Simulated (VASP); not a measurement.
Runs of VASP 6.6.1 on TePb. It takes space group Imm2 (No. 44, orthorhombic). The conventional cell has a = 4.564 Å, b = 6.454 Å, c = 4.564 Å, α = 90.00°, β = 90.00°, γ = 90.00°. Te (site symmetry mm2) is surrounded by 6 Pb at 3.21 to 3.24 Å. Around Pb (site symmetry mm2) lie 6 Te at 3.21 to 3.24 Å. 

```tsv
cell	gap on the mesh (eV)	pressure (GPa)	largest force (eV/Å)
all Te atoms moved +0.025 Å, as atom 1 towards its neighbour atom 1 (Te) at 4.564 Å	0.66	-0.3	0.01
all Te atoms moved +0.013 Å, as atom 1 towards its neighbour atom 1 (Te) at 4.564 Å	0.66	-0.2	0.01
all Te atoms moved +0.037 Å, as atom 1 towards its neighbour atom 1 (Te) at 4.564 Å	0.66	-0.2	(b)
all Te atoms moved -0.100 Å, as atom 1 towards its neighbour atom 1 (Te) at 4.564 Å	0.68	-0.1	(a)
```

Alike in all rows: task single point; level PBEsol; potentials or basis VASP PAW PBE potentials, release 64 (Te, Pb_d); no spin polarisation; k mesh 8 × 8 × 8; cutoff (eV) 520; smearing gaussian 0.05 eV.

Task: Estimate the missing entries.

Result: (a) 0.06; (b) 0.02.

Caveats: the PAW data sets were made with another functional, which shifts forces and pressure a little; spin-orbit coupling is left out, which as a rule narrows the gap of such compounds by several tenths of an eV.

A k mesh can miss the band edges, and the runs leave out spin-orbit coupling on Pb, Te.
